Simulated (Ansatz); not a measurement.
# CaSe: the cost of one run

Program: Ansatz 0.2.0. Level of theory: DFT PBE, scalar-relativistic, plane waves, PAW. These are calculated values, not measurements.

## Step 1: The starting structure

The structure is cubic, space group Fm-3m (No. 225). Conventional cell: a = 5.940 Å, b = 5.940 Å, c = 5.940 Å, α = 90.00°, β = 90.00°, γ = 90.00°. Around Ca (site symmetry m-3m) lie 6 Se at 2.97 Å. Se (site symmetry m-3m) has 6 Ca at 2.97 Å as nearest neighbours.

Coordinates:

```cif
data_structure
_symmetry_space_group_name_H-M 'Fm-3m'
_symmetry_Int_Tables_number 225
_cell_length_a 5.9405
_cell_length_b 5.9405
_cell_length_c 5.9405
_cell_angle_alpha 90.000
_cell_angle_beta 90.000
_cell_angle_gamma 90.000
_cell_volume 209.63
loop_
_atom_site_label
_atom_site_type_symbol
_atom_site_symmetry_multiplicity
_atom_site_Wyckoff_symbol
_atom_site_fract_x
_atom_site_fract_y
_atom_site_fract_z
_atom_site_occupancy
Ca1 Ca 4 a 0.00000 0.00000 0.00000 1
Se1 Se 4 b 0.50000 0.00000 0.00000 1
```

Source of the structure: the Materials Project (structure only).

(A quick probe on a coarse mesh, which set the mesh and smearing, is not shown.)

## Step 3: Full relaxation

The input, input.yaml:

```yaml
crystal:
  lattice:
    - [0.0, 2.9702381052, 2.9702381052]
    - [2.9702381052, 0.0, 2.9702381052]
    - [2.9702381052, 2.9702381052, 0.0]
  atoms:
    - { symbol: Ca, position: [0.0, 0.0, 0.0] }
    - { symbol: Se, position: [0.5, 0.5, 0.5] }
basis:
  ecutwfc: 420
kpoints:
  mp_grid: { grid: [8, 8, 8] }
hamiltonian:
  xc: pbe
scf:
  occupations: { method: gaussian, width: 0.02 }
output:
  forces: true
  stress: true
  eigenvalues: true
relax:
  adjacent_minimum: "off"
  f_tol: 0.005
  max_steps: 80
  cell: { stress_tol: 0.05 }
```

Q: Estimate wall time and peak memory on 1 thread of an x86-64 CPU, shared host.

About 2.6 s, with a peak of 0.4 GiB.
